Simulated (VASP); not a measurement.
# Mo (Im-3m) in VASP: further runs

Runs on Mo. Level: PBE. Tasks: relaxation of cell and atoms.

All numbers are computed with VASP 6.6.1; they aren't measurements. Logs are shortened: lines on timing, memory, paths and dates and some standing lists are left out, and cuts for length are marked.

## Step 1: The crystal as given

Symmetry: Im-3m, No. 229, cubic system. Conventional cell: a = 3.147 Å, b = 3.147 Å, c = 3.147 Å, α = 90.00°, β = 90.00°, γ = 90.00°. Mo (site symmetry m-3m) has 8 Mo at 2.73 Å as nearest neighbours.

## Step 2: Relaxation of cell and atoms, PBE, target pressure 45 GPa, at which the enthalpy is minimised

Contents of INCAR:

```
SYSTEM = Mo
PREC = Accurate ; ENCUT = 520
EDIFF = 1E-7 ; ISMEAR = 0
SIGMA = 0.1 ; LREAL = .False.
LASPH = .True. ; NELM = 80
ALGO = Normal ; ISIF = 3
LWAVE = .False. ; LCHARG = .False.
GGA = PE ; IBRION = 2
NSW = 80 ; EDIFFG = -0.002
PSTRESS = 450.0
```

Contents of KPOINTS:

```
Automatic mesh
0
Gamma
  18 18 18
  0 0 0
```

Contents of POSCAR:

```
Mo
1.0
   -1.5734150000      1.5734150000      1.5734150000
    1.5734150000     -1.5734150000      1.5734150000
    1.5734150000      1.5734150000     -1.5734150000
Mo
1
Direct
    0.0000000000      0.0000000000      0.0000000000
```

Potentials or basis: VASP PAW PBE potentials, release 64 (Mo_sv).

Launch:

```console
$ cat potpaw_PBE.64/Mo_sv/POTCAR > POTCAR
$ mpirun -np 1 vasp_std > vasp.out
```

OUTCAR:

```text
SYSTEM = Mo
   PREC = Accurate
   ENCUT = 520
   EDIFF = 1E-7
   ISMEAR = 0
   LREAL = .False.
   LASPH = .True.
   NELM = 80
   ISIF = 3
   GGA = PE
   IBRION = 2
   NSW = 80
   EDIFFG = -0.002
   PSTRESS = 450.0

 ion  position               nearest neighbor table
   1  0.000  0.000  0.000-

  LATTYP: Found a body centered cubic cell.
 ALAT       =     3.1468300000

  Lattice vectors:

 A1 = (  -1.5734150000,   1.5734150000,   1.5734150000)
 A2 = (   1.5734150000,  -1.5734150000,   1.5734150000)
 A3 = (   1.5734150000,   1.5734150000,  -1.5734150000)

Analysis of symmetry for initial positions (statically):
=====================================================================
 Subroutine PRICEL returns:
 Original cell was already a primitive cell.

 Routine SETGRP: Setting up the symmetry group for a
 body centered cubic supercell.

 Subroutine GETGRP returns: Found 48 space group operations
 (whereof 48 operations were pure point group operations)
 out of a pool of 48 trial point group operations.

The static configuration has the point symmetry O_h .

Analysis of symmetry for dynamics (positions and initial velocities):
=====================================================================
 Subroutine PRICEL returns:
 Original cell was already a primitive cell.

 Routine SETGRP: Setting up the symmetry group for a
 body centered cubic supercell.

 Subroutine GETGRP returns: Found 48 space group operations
 (whereof 48 operations were pure point group operations)
 out of a pool of 48 trial point group operations.

The dynamic configuration has the point symmetry O_h .

 Subroutine INISYM returns: Found 48 space group operations
 (whereof 48 operations are pure point group operations),
 and found     1 'primitive' translations

----------------------------------------------------------------------------------------

                                     Primitive cell

  volume of cell :      15.5808

  direct lattice vectors                    reciprocal lattice vectors
    -1.573415000  1.573415000  1.573415000     0.000000000  0.317780115  0.317780115
     1.573415000 -1.573415000  1.573415000     0.317780115  0.000000000  0.317780115
     1.573415000  1.573415000 -1.573415000     0.317780115  0.317780115  0.000000000

  length of vectors
     2.725234721  2.725234721  2.725234721     0.449408949  0.449408949  0.449408949

  position of ions in fractional coordinates (direct lattice)
     0.000000000  0.000000000  0.000000000

  ion indices of the primitive-cell ions
   primitive index   ion index
                 1           1

----------------------------------------------------------------------------------------

 KPOINTS: Automatic mesh

Automatic generation of k-mesh.
 Grid dimensions read from file:
 generate k-points for:   18   18   18

 Generating k-lattice:

  Cartesian coordinates                     Fractional coordinates (reciprocal lattice)
     0.000000000  0.017654451  0.017654451     0.055555556  0.000000000  0.000000000
     0.017654451  0.000000000  0.017654451     0.000000000  0.055555556  0.000000000
     0.017654451  0.017654451  0.000000000     0.000000000  0.000000000  0.055555556

  Length of vectors
     0.024967164  0.024967164  0.024967164

  Shift w.r.t. Gamma in fractional coordinates (k-lattice)
     0.000000000  0.000000000  0.000000000

 Subroutine IBZKPT returns following result:
 ===========================================

 Found    195 irreducible k-points:

 Following reciprocal coordinates:
            Coordinates               Weight
  0.000000  0.000000  0.000000      1.000000
  0.055556  0.000000  0.000000     12.000000
  0.111111  0.000000  0.000000     12.000000
  0.166667  0.000000  0.000000     12.000000
  0.222222  0.000000  0.000000     12.000000
  0.277778  0.000000  0.000000     12.000000
[... 16 lines left out ...]
  0.333333  0.111111 -0.000000     48.000000
  0.388889  0.111111  0.000000     48.000000
 [... further k-points ...]
   k-points           NKPTS =    195   k-points in BZ     NKDIM =    195   number of bands    NBANDS=     11
   number of dos      NEDOS =    301   number of ions     NIONS =      1
   total plane-waves  NPLWV =   8000
   dimension x,y,z NGX =    20 NGY =   20 NGZ =   20
   dimension x,y,z NGXF=    40 NGYF=   40 NGZF=   40
   ions per type =               1
   NGX,Y,Z   is equivalent  to a cutoff of  12.20, 12.20, 12.20 a.u.
   NGXF,Y,Z  is equivalent  to a cutoff of  24.40, 24.40, 24.40 a.u.
 SYSTEM =  Mo
   PREC   = accura    normal or accurate (medium, high low for compatibility)
   ISTART =      0    job   : 0-new  1-cont  2-samecut
   ICHARG =      2    charge: 1-file 2-atom 10-const
   ISPIN  =      1    spin polarized calculation?
   LNONCOLLINEAR =      F non collinear calculations
   LSORBIT =      F    spin-orbit coupling
   LASPH  =      T    aspherical Exc in radial PAW
   ENCUT  =  520.0 eV  38.22 Ry    6.18 a.u.   5.07  5.07  5.07*2*pi/ulx,y,z
   NELM   =     80;   NELMIN=  2; NELMDL= -5     # of ELM steps
   EDIFF  = 0.1E-06   stopping-criterion for ELM
   LREAL  =      F    real-space projection
   EDIFFG = -.2E-02   stopping-criterion for IOM
   NSW    =     80    number of steps for IOM
   IBRION =      2    ionic relax: 0-MD 1-quasi-New 2-CG
   NFREE  =      1    steps in history (QN), initial steepest desc. (CG)
   ISIF   =      3    stress and relaxation
   ISYM   =      2    0-nonsym 1-usesym 2-fastsym
   POTIM  = 0.5000    time-step for ionic-motion
   TEBEG  =    0.0;   TEEND  =   0.0 temperature during run
   PSTRESS=  450.0 pullay stress
   NELECT =      14.0000    total number of electrons
   NUPDOWN=      -1.0000    fix difference up-down
   EMIN   =  10.00;   EMAX   =-10.00  energy-range for DOS
   EFERMI =   0.00;   METHOD = LEGACY
   ISMEAR =     0;   SIGMA  =   0.10  broadening in eV -4-tet -1-fermi 0-gaus
   EFERMI_NEDOS =   21; number of points for ismear=-14 and -15
   IALGO  =     38    algorithm
   IMIX   =      4    mixing-type and parameters
     AMIX     =   0.40;   BMIX     =  1.00
     AMIX_MAG =   1.60;   BMIX_MAG =  1.00
  volume/ion in A,a.u.               =      15.58       105.14
  Fermi-wavevector in a.u.,A,eV,Ry     =   1.579747  2.985289 33.954710  2.495601
  Thomas-Fermi vector in A             =   2.680079
   LORBIT       =      0    0 simple, 1 ext, 2 COOP (PROOUT), +10 PAW based schemes
   GGA     = PE    functional components
   LHFCALC =     F    Hartree Fock is set to
   AEXX    =    0.0000 exact exchange contribution
   IVDW    =     0    specifies the selected vdW correction
   LEPSILON=     F    determine dielectric tensor
   LRPA    =     F    only Hartree local field effects (RPA)
 conjugate gradient relaxation of ions
 non-spin polarized calculation
 Gauss-broadening in eV      SIGMA  =   0.10
  energy-cutoff  :      520.00
  volume of cell :       15.58
 maximum number of plane-waves:       432
   NGX = 11   NGY = 11   NGZ = 11

--------------------------------------- Ionic step        1  -------------------------------------------

 number of electron      14.0000001 magnetization

 Free energy of the ion-electron system (eV)
  ---------------------------------------------------
  ext. energy  EPLUGINS =         0.00000000
  ---------------------------------------------------
  free energy    TOTEN  =       -10.93204067 eV

  energy without entropy =      -10.92954842  energy(sigma->0) =      -10.93079455

------------------------ aborting loop because EDIFF is reached ----------------------------------------

  FORCE on cell =-STRESS in cart. coord.  units (eV):
  Direction    XX          YY          ZZ          XY          YZ          ZX
  --------------------------------------------------------------------------------------
  -------------------------------------------------------------------------------------
  Total        0.3888254      0.3888254      0.3888254     -0.0000000      0.0000000      0.0000000
  in kB       39.9830033     39.9830033     39.9830033     -0.0000000      0.0000000      0.0000000
  external PRESSURE =    -410.0169967 kB  Pullay stress =     450.0000000 kB
[... 90 lines left out ...]
  FREE ENERGIE OF THE ION-ELECTRON SYSTEM (eV)
  ---------------------------------------------------
  free  energy   TOTEN  =       -10.7880804251 eV

  energy  without entropy=      -10.7862387704  energy(sigma->0) =      -10.78715960

  enthalpy is  TOTEN    =        -6.7805133178 eV   P V=        4.0075671073

[... ionic steps 4 to 12 ...]

--------------------------------------- Ionic step       13  -------------------------------------------

 number of electron      14.0000004 magnetization

------------------------ aborting loop because EDIFF is reached ----------------------------------------

  FORCE on cell =-STRESS in cart. coord.  units (eV):
  Direction    XX          YY          ZZ          XY          YZ          ZX
  --------------------------------------------------------------------------------------
  -------------------------------------------------------------------------------------
  Total        3.8699242      3.8699242      3.8699242     -0.0000000     -0.0000000      0.0000000
  in kB      446.4845075    446.4845075    446.4845075     -0.0000000     -0.0000000      0.0000000
  external PRESSURE =      -3.5154925 kB  Pullay stress =     450.0000000 kB
[... 59 lines left out ...]
  enthalpy is  TOTEN    =        -6.7950989664 eV   P V=        3.8981209330

--------------------------------------- Ionic step       15  -------------------------------------------

 number of electron      14.0000004 magnetization

 Free energy of the ion-electron system (eV)
  ---------------------------------------------------
  ext. energy  EPLUGINS =         0.00000000
  ---------------------------------------------------
  free energy    TOTEN  =       -10.69234061 eV

  energy without entropy =      -10.69027932  energy(sigma->0) =      -10.69130996

 E-fermi :  14.6528     XC(G=0): -14.0766

 val. band max:       14.6161643536   @ k =  -0.3889   0.4444   0.2778
 cond. band min:      14.6829382085   @ k =  -0.3333   0.3889   0.2778
 fundamental gap:      0.0667738548
 Fermi energy:        14.6528463635

 k-point     1 :       0.0000    0.0000    0.0000
  band No.  band energies     occupation
      1     -46.7347      2.00000
      2     -19.6644      2.00000
      3     -19.6644      2.00000
      4     -19.6644      2.00000
      5       7.0305      2.00000
      6      12.9871      2.00000
      7      12.9871      2.00000
      8      12.9871      2.00000
      9      16.4799      0.00000
     10      16.4799      0.00000
     11      29.5876      0.00000
[... 309 lines left out ...]
 k-point    24 :       0.3889    0.1111    0.0000
  band No.  band energies     occupation
      1     -46.3101      2.00000
      2     -21.5612      2.00000
      3     -20.3572      2.00000
      4     -19.7760      2.00000
      5       9.0157      2.00000
      6      10.7915      2.00000
      7      14.8352      0.00990
      8      16.4280      0.00000
      9      17.8272      0.00000
     10      20.9595      0.00000
     11      27.6227      0.00000

 [... further k-points ...]

------------------------ aborting loop because EDIFF is reached ----------------------------------------

  FORCE on cell =-STRESS in cart. coord.  units (eV):
  Direction    XX          YY          ZZ          XY          YZ          ZX
  --------------------------------------------------------------------------------------
  -------------------------------------------------------------------------------------
  Total        3.8974262      3.8974262      3.8974262      0.0000000      0.0000000      0.0000000
  in kB      450.0214331    450.0214331    450.0214331      0.0000000      0.0000000      0.0000000
  external PRESSURE =       0.0214331 kB  Pullay stress =     450.0000000 kB
[... 16 lines left out ...]
  FREE ENERGIE OF THE ION-ELECTRON SYSTEM (eV)
  ---------------------------------------------------
  free  energy   TOTEN  =       -10.6923406072 eV

  energy  without entropy=      -10.6902793225  energy(sigma->0) =      -10.69130996

  enthalpy is  TOTEN    =        -6.7951000312 eV   P V=        3.8972405760

 reached required accuracy - stopping structural energy minimisation
```

It took 70 s on 1 thread of Intel Xeon 6975P-C (Granite Rapids), shared host; peak memory 0.16 GiB.

Results:

```yaml
Free_energy: -10.6923 eV
Relaxed_volume: 13.88 Å³/atom
Relaxed_cell: a = 2.622 Å, b = 2.622 Å, c = 2.622 Å, α = 109.47°, β = 109.47°, γ = 109.47°
Space_group_after_relaxing_to_0.05_Å: Im-3m (No. 229)
Energy_change_on_relaxing_the_enthalpy_is_what_falls: +239.7 meV/atom
Ionic_steps: 15
Pressure_after_relaxing: 45.0 GPa
Band_gap_on_the_k_mesh: none (metal or under the smearing width)
```

Step by step:
```tsv
step	energy change (eV)	largest force (eV/Å)	pressure (GPa)	volume (Å³)
1	0.0000	0.0000	4.00	15.58
2	8.6294	0.0000	619.03	8.21
3	0.1440	0.0000	33.36	14.27
4	0.2000	0.0000	40.41	14.02
5	0.2402	0.0000	45.06	13.87
6	0.2311	0.0000	44.03	13.91
7	0.2319	0.0000	44.12	13.90
8	0.2344	0.0000	44.40	13.89
9	0.2344	0.0000	44.39	13.89
10	0.2346	0.0000	44.42	13.89
11	0.2349	0.0000	44.45	13.89
12	0.2354	0.0000	44.52	13.89
13	0.2366	0.0000	44.65	13.89
14	0.2388	0.0000	44.90	13.88
15	0.2397	0.0000	45.00	13.88
```

Final structure:
```
Mo
1.0
    -1.51379    1.51379    1.51379
     1.51379   -1.51379    1.51379
     1.51379    1.51379   -1.51379
Mo
1
Direct
  0.00000 0.00000 0.00000
```

Levels at points of the mesh, in eV from the Fermi level:
```tsv
k point	band 5	band 6	band 7	band 8	band 9	band 10
(0.00, 0.00, 0.00)	-7.62	-1.67	-1.67	-1.67	1.83	1.83
(0.50, 0.00, 0.00)	-6.13	-4.06	1.94	2.13	2.67	5.59
(0.50, 0.50, 0.50)	-6.48	-6.48	4.66	4.66	4.66	10.02
```

Caveat: the cell is relaxed towards a set pressure, so the enthalpy falls and the energy may rise.

## Step 3: Relaxation of cell and atoms, PBE, target pressure 45 GPa, at which the enthalpy is minimised

This run uses another cell than the first one, of 13.88 Å³/atom, 0.891 times its volume.

INCAR is that of step 2.

KPOINTS is that of step 2.

Contents of POSCAR:

```
Mo                                      
1.0
   -1.5137881374      1.5137881374      1.5137881374
    1.5137881374     -1.5137881374      1.5137881374
    1.5137881374      1.5137881374     -1.5137881374
  Mo            
     1
Direct
     0.0000000000000000    0.0000000000000000    0.0000000000000000
```

Potentials or basis: VASP PAW PBE potentials, release 64 (Mo_sv).

Launch:

```console
$ cat potpaw_PBE.64/Mo_sv/POTCAR > POTCAR
$ mpirun -np 1 vasp_std > vasp.out
```

OUTCAR:

```text
SYSTEM = Mo
   PREC = Accurate
   ENCUT = 520
   EDIFF = 1E-7
   ISMEAR = 0
   LREAL = .False.
   LASPH = .True.
   NELM = 80
   ISIF = 3
   GGA = PE
   IBRION = 2
   NSW = 80
   EDIFFG = -0.002
   PSTRESS = 450.0

 ion  position               nearest neighbor table
   1  0.000  0.000  0.000-

  LATTYP: Found a body centered cubic cell.
 ALAT       =     3.0275762748

  Lattice vectors:

 A1 = (  -1.5137881374,   1.5137881374,   1.5137881374)
 A2 = (   1.5137881374,  -1.5137881374,   1.5137881374)
 A3 = (   1.5137881374,   1.5137881374,  -1.5137881374)

Analysis of symmetry for initial positions (statically):
=====================================================================
 Subroutine PRICEL returns:
 Original cell was already a primitive cell.
[... 260 lines left out ...]
 Fermi energy:        14.6497555093

 k-point     1 :       0.0000    0.0000    0.0000
  band No.  band energies     occupation
      1     -46.7376      2.00000
      2     -19.6677      2.00000
      3     -19.6677      2.00000
      4     -19.6677      2.00000
      5       7.0276      2.00000
      6      12.9846      2.00000
      7      12.9846      2.00000
      8      12.9846      2.00000
      9      16.4766      0.00000
     10      16.4766      0.00000
     11      29.5842      0.00000
[... 309 lines left out ...]
 k-point    24 :       0.3889    0.1111   -0.0000
  band No.  band energies     occupation
      1     -46.3133      2.00000
      2     -21.5636      2.00000
      3     -20.3602      2.00000
      4     -19.7792      2.00000
      5       9.0137      2.00000
      6      10.7894      2.00000
      7      14.8318      0.01005
      8      16.4246      0.00000
      9      17.8235      0.00000
     10      20.9550      0.00000
     11      27.6185      0.00000

 [... further k-points ...]

------------------------ aborting loop because EDIFF is reached ----------------------------------------

  FORCE on cell =-STRESS in cart. coord.  units (eV):
  Direction    XX          YY          ZZ          XY          YZ          ZX
  --------------------------------------------------------------------------------------
  -------------------------------------------------------------------------------------
  Total        3.8983965      3.8983965      3.8983965     -0.0000000     -0.0000000      0.0000000
  in kB      450.0533045    450.0533045    450.0533045     -0.0000000     -0.0000000      0.0000000
  external PRESSURE =       0.0533045 kB  Pullay stress =     450.0000000 kB
[... 20 lines left out ...]
  energy  without entropy=      -10.6897020640  energy(sigma->0) =      -10.69073147

  enthalpy is  TOTEN    =        -6.7938261183 eV   P V=        3.8979347540

 reached required accuracy - stopping structural energy minimisation
```

OSZICAR:

```text
N       E                     dE             d eps       ncg     rms          rms(c)
DAV:   1     0.918027735792E+02    0.91803E+02   -0.83685E+03  4306   0.132E+03
DAV:   2    -0.990669826015E+01   -0.10171E+03   -0.98306E+02  4620   0.349E+02
DAV:   3    -0.112353549790E+02   -0.13287E+01   -0.13153E+01  4937   0.393E+01
[... 19 lines left out ...]
DAV:   1    -0.106918931865E+02    0.33858E-02   -0.35277E-03  4485   0.866E-01    0.157E-01
DAV:   2    -0.106917690708E+02    0.12412E-03   -0.24330E-04  4458   0.204E-01    0.274E-02
DAV:   3    -0.106917581220E+02    0.10949E-04   -0.45070E-05  4605   0.858E-02    0.231E-02
DAV:   4    -0.106917608645E+02   -0.27425E-05   -0.72656E-07  4550   0.103E-02    0.119E-03
DAV:   5    -0.106917608723E+02   -0.77487E-08   -0.65183E-08  2606   0.327E-03
   3 F= -.67938261E+01 E0= -.67927967E+01  d E =-.655684E-06
```

Run time: 17 s. Hardware: 1 thread of Intel Xeon 6975P-C (Granite Rapids), shared host; peak memory 0.15 GiB.

Results:

```yaml
Free_energy: -10.6918 eV
Relaxed_volume: 13.88 Å³/atom
Relaxed_cell: a = 2.622 Å, b = 2.622 Å, c = 2.622 Å, α = 109.47°, β = 109.47°, γ = 109.47°
Space_group_after_relaxing_to_0.05_Å: Im-3m (No. 229)
Energy_change_on_relaxing_the_enthalpy_is_what_falls: -0.7 meV/atom
Ionic_steps: 3
Pressure_after_relaxing: 45.0 GPa
Band_gap_on_the_k_mesh: none (metal or under the smearing width)
```

Step by step:
```tsv
step	energy change (eV)	largest force (eV/Å)	pressure (GPa)	volume (Å³)
1	0.0000	0.0000	45.09	13.88
2	-0.0042	0.0000	44.62	13.89
3	-0.0007	0.0000	45.01	13.88
```

Final structure:
```yaml
crystal:
  lattice:
    - [-1.51388, 1.51388, 1.51388]
    - [1.51388, -1.51388, 1.51388]
    - [1.51388, 1.51388, -1.51388]
  atoms:
    - { symbol: Mo, position: [0.00000, 0.00000, 0.00000] }
```

Levels at points of the mesh, in eV from the Fermi level:
```
           k point  band 4  band 5  band 6  band 7  band 8  band 9  band 10  band 11
(0.00, 0.00, 0.00)  -34.32   -7.62   -1.67   -1.67   -1.67    1.83     1.83    14.93
(0.50, 0.00, 0.00)  -34.34   -6.13   -4.06    1.94    2.13    2.67     5.59    12.14
(0.50, 0.50, 0.50)  -35.69   -6.48   -6.48    4.65    4.65    4.65    10.02    10.02
```

Caveat: the cell is relaxed towards a set pressure, so the enthalpy falls and the energy may rise.
